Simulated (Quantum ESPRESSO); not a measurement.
Runs of Quantum ESPRESSO 7.5 on MoS2. The structure is hexagonal, space group P6_3/mmc (No. 194). The conventional cell has a = 3.169 Å, b = 3.169 Å, c = 12.324 Å, α = 90.00°, β = 90.00°, γ = 120.00°. Around Mo (site symmetry -6m2) lie 6 S at 2.41 Å. S (site symmetry 3m) has 3 Mo at 2.41 Å as nearest neighbours. 

```csv
U,gap on the mesh (eV),pressure (GPa),largest force (eV/Å)
Mo d U = 2.0 eV,1.22,-3.5,0.39
Mo d U = 4.0 eV,(b),-3.3,0.40
Mo d U = 8.0 eV,1.48,-0.6,0.46
Mo d U = 6.0 eV,1.30,-2.9,(a)
Mo d U = 0.0001 eV,1.17,-3.5,0.39
```

Alike in all rows: task Hubbard U by linear response; level PBEsol+U; potentials or basis GBRV 1.5 PBEsol; no spin polarisation; cell as given; k mesh 4 × 4 × 1; cutoff (eV) 612; smearing fermi-dirac 0.05 eV; the mesh is coarse, so values aren't converged.

**Question.** Estimate the missing entries.

**Answer.** (a) 0.42; (b) 1.25.

Caveats: all runs use coarse meshes; an odd mesh through Γ misses points on the zone boundary, where band edges often lie; this functional lacks dispersion, which binds the layers, so the pressure and a relaxed spacing across them are unreliable.

A k mesh can miss the band edges, and the runs leave out spin-orbit coupling on Mo.
